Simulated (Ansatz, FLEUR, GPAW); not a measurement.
# Pd: programs and potentials compared

```xyz
1
Lattice="0.0000 1.9465 1.9465 1.9465 0.0000 1.9465 1.9465 1.9465 0.0000" Properties=species:S:1:pos:R:3 pbc="T T T"
Pd    0.0000    0.0000    0.0000
```

Alike in all runs: task equation of state; functional PBE; k mesh 12 × 12 × 12; occupations fermi-dirac, width 0.05 eV; no spin polarisation; no spin-orbit coupling.

| program and potentials | plane-wave cutoff (eV) | notes | equilibrium volume (Å³/atom) | bulk modulus (GPa) |
| --- | --- | --- | --- | --- |
| Ansatz, JTH PAW | 1110 | - | 15.28 | 168.2 |
| Ansatz, PseudoDojo stringent | 1116 | - | 15.30 | 169.7 |
| Ansatz, Ansatz PAW (files of its older set among them) | 720 | - | 15.30 | 168.0 |
| FLEUR, all-electron, FLAPW | - | - | 15.31 | 168.2 |
| Ansatz, SPMS NC | 653 | - | 15.37 | 168.9 |
| Ansatz, Ansatz NC | 1116 | - | 15.31 | 168.1 |
| GPAW, GPAW PAW data sets (gpaw-data 1.2.1), other valence | 600 | - | 15.41 | 166.8 |
| Ansatz, Ansatz PAW | 420 | - | 15.31 | 167.5 |
| GPAW, PAW data sets generated for this functional | 600 | - | 15.31 | 167.7 |
| GPAW, SG15 ONCV 1.2 | 1100 | - | 15.33 | 160.9 |

The equilibrium volume spans 15.28 (Ansatz, JTH PAW) to 15.41 Å³/atom (GPAW, GPAW PAW data sets (gpaw-data 1.2.1), other valence), with all-electron results at 15.31. The bulk modulus spans 160.9 (GPAW, SG15 ONCV 1.2) to 169.7 GPa (Ansatz, PseudoDojo stringent), with all-electron results at 168.2. The bulk modulus of GPAW, SG15 ONCV 1.2 lies far from the others; the cause wasn't traced. For a metal such a mesh isn't converged, which the comparison doesn't need.

The functional is the same throughout but for its coding, so the spread measures potentials, basis and numerics; runs on potential files found faulty are left out.
